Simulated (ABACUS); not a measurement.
The system is BN.

```xyz
2
Lattice="1.2511 0.7223 3.3729 -1.2511 0.7223 3.3729 0.0000 -1.4447 3.3729" Properties=species:S:1:pos:R:3 pbc="T T T"
N     0.0000    0.0000    6.7517
B     0.0000    0.0000    0.0033
```

The cell is a database's computed one.

Base run:

* Program: ABACUS 3.10.1
* Functional: PBEsol
* Potentials or basis: PseudoDojo NC SR 0.5 PBE stringent
* Cutoff: 1143 eV
* Density cutoff: 4572 eV
* Basis: plane waves
* k mesh: 10 × 10 × 10
* Occupations: fermi-dirac, width 0.05 eV
* Spin: no spin polarisation

Its results: band gap on the k mesh 4.17 eV, indirect (least direct gap 4.85 eV); pressure 1.2 GPa.

Q: The run is repeated on the same cell with these changes: functional from PBEsol to PBE; potentials or basis from PseudoDojo NC SR 0.5 PBE stringent to GBRV ultrasoft 1.5 PBE; cutoff from 1143 eV to 544 eV; density cutoff from 4572 eV to 4354 eV. What comes out?

A: Band gap on the k mesh 4.26 eV, indirect (least direct gap 4.91 eV); pressure 3.4 GPa.

Caveats: the potentials were made for another functional, which shifts forces and pressure (some runs).

A k mesh can miss the band edges.
